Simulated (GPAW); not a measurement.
Nb3Sn:

```xyz
8
Lattice="5.2821 0.0000 0.0000 0.0000 5.2821 0.0000 0.0000 0.0000 5.2821" Properties=species:S:1:pos:R:3 pbc="T T T"
Sn    2.6410    2.6410    2.6410
Sn    0.0000    0.0000    0.0000
Nb    0.0000    2.6410    1.3205
Nb    0.0000    2.6410    3.9616
Nb    2.6410    1.3205    0.0000
Nb    3.9616    0.0000    2.6410
Nb    2.6410    3.9616    0.0000
Nb    1.3205    0.0000    2.6410
```

- Program: GPAW 26.7.0
- Task: relaxation of cell and atoms
- Functional: PBEsol
- Potentials or basis: PAW data sets generated in the run's folder for this functional
- Cutoff: 600 eV
- Basis: pw
- k mesh: 4 × 4 × 4
- Occupations: fermi-dirac, width 0.05 eV
- Spin: no spin polarisation

At the start: pressure -3.4 GPa; volume 18.42 Å³/atom.

Task: Where does the relaxation end?

Result: Over 3 steps the energy falls by 4.0 meV/atom and the volume is 18.05 Å³/atom (-2.0 %); space group Pm-3n (No. 223, to 0.05 Å).

Step by step:
```tsv
step	energy change (eV)	largest force (eV/Å)	pressure (GPa)	volume (Å³)
1	0.0000	0.0000	-3.37	147.37
2	-0.0062	0.0001	-3.03	147.07
3	-0.0321	0.0000	0.07	144.40
```

Final structure:
```cif
data_structure
_symmetry_space_group_name_H-M 'P 1'
_symmetry_Int_Tables_number 1
_cell_length_a 5.2463
_cell_length_b 5.2463
_cell_length_c 5.2463
_cell_angle_alpha 90.000
_cell_angle_beta 90.000
_cell_angle_gamma 90.000
_cell_volume 144.40
loop_
_atom_site_label
_atom_site_type_symbol
_atom_site_fract_x
_atom_site_fract_y
_atom_site_fract_z
_atom_site_occupancy
Sn1 Sn 0.50000 0.50000 0.50000 1
Sn2 Sn 0.00000 0.00000 0.00000 1
Nb1 Nb 0.00000 0.50000 0.25000 1
Nb2 Nb 0.00000 0.50000 0.75000 1
Nb3 Nb 0.50000 0.25000 0.00000 1
Nb4 Nb 0.75000 0.00000 0.50000 1
Nb5 Nb 0.50000 0.75000 0.00000 1
Nb6 Nb 0.25000 0.00000 0.50000 1
```

Caveat: later steps reuse the first step's grids.
